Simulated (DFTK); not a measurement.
## Na under changes of volume

One of the cells (39.256 Å³/atom); the others are scaled copies at fixed shape and fractional positions:

```
CELL_PARAMETERS angstrom
-2.14100 2.14100 2.14100
2.14100 -2.14100 2.14100
2.14100 2.14100 -2.14100
ATOMIC_POSITIONS crystal
Na 0.00000 0.00000 0.00000
```

| Property | Result |
| --- | --- |
| Program | DFTK 0.8.2 |
| Functional | PBE |
| Potentials or basis | dojo.nc.sr.pbe.v0_4_1.standard.upf (PBE) |
| Cutoff | 1197 eV |
| k mesh | 9 × 9 × 9 |
| Occupations | fermi-dirac, width 0.05 eV |
| Spin | no spin polarisation |

```tsv
volume (Å³/atom)	energy over the lowest point (meV/atom)	pressure (GPa)
36.901	0.00	0.0
37.686	0.33	-0.1
38.471	1.40	-0.3
39.256	3.15	-0.4
40.041	5.50	-0.5
40.827	8.41	-0.6
41.612	?	?
```

What does the run at 41.612 Å³/atom give?

Energy over the lowest point 11.81 meV/atom; pressure -0.7 GPa.

Worked out: A Birch-Murnaghan fit of order 3 (a polynomial in V^(-2/3)) to the other rows has its minimum at 36.97 Å³/atom with B0 = V·E''(V) = 7.8 GPa and B' = 3.8. It gives 11.81 meV/atom at 41.612 Å³/atom, against the run's 11.81, and -dE/dV = -0.7 GPa, against -0.7.

Energies are extrapolated to zero smearing.
